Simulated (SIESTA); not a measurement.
Runs of SIESTA 5.4.2 on NaCl. The structure is cubic, space group Fm-3m (No. 225). The conventional cell has a = 5.588 Å, b = 5.588 Å, c = 5.588 Å, α = 90.00°, β = 90.00°, γ = 90.00°. Cl (site symmetry m-3m) is surrounded by 6 Na at 2.79 Å. Around Na (site symmetry m-3m) lie 6 Cl at 2.79 Å. The cell is a database's computed one.

```csv
task,level,potentials or basis,k mesh,wannier functions,bands left out below,projections,wannier mesh,broadening (eV),energy shift,gap on the mesh (eV),pressure (GPa)
single point,PBE,"PseudoDojo 0.4 standard (PBE files), DZP (energy shift 0.002 Ry; radii capped at 9.5 bohr)",8 × 8 × 8,-,-,-,-,-,0.002 Ry,5.30,1.7
Wannier functions,PBEsol,"PseudoDojo 0.4 standard (PBEsol files), SZP (energy shift 0.003 Ry; radii capped at 9.5 bohr)",6 × 6 × 6,3,5,["Cl:p"],5 × 5 × 5,-,0.003 Ry,5.13,(a)
optical spectrum,PBE,"PseudoDojo 0.4 standard (PBE files), DZP (energy shift 0.003 Ry; two zetas on semicore shells)",8 × 8 × 8,-,-,-,-,0.3 eV,0.003 Ry,5.30,1.7
band structure,vdW-DF-cx,"PseudoDojo 0.4 standard (PBE files), DZP (energy shift 0.003 Ry; two zetas on semicore shells)",8 × 8 × 8,-,-,-,-,-,0.003 Ry,5.40,1.2
```

Alike in all rows: no spin polarisation; cell as given; smearing fermi-dirac 0.05 eV; grid cutoff 800 Ry.

Estimate the missing entries.

(a) 0.7.

Caveats: the basis of atomic orbitals isn't converged, which shifts pressures, moduli and gaps; semicore shells carry a single zeta, which can move pressures by several GPa and volumes by a few percent (some runs); the basis holds too few empty states to meet the f-sum rule, so the spectrum is short of weight at high energy (some runs); the potentials were made for another functional, which shifts forces and pressure (some runs).

A k mesh can miss the band edges.

Not every run made on this cell is shown here.
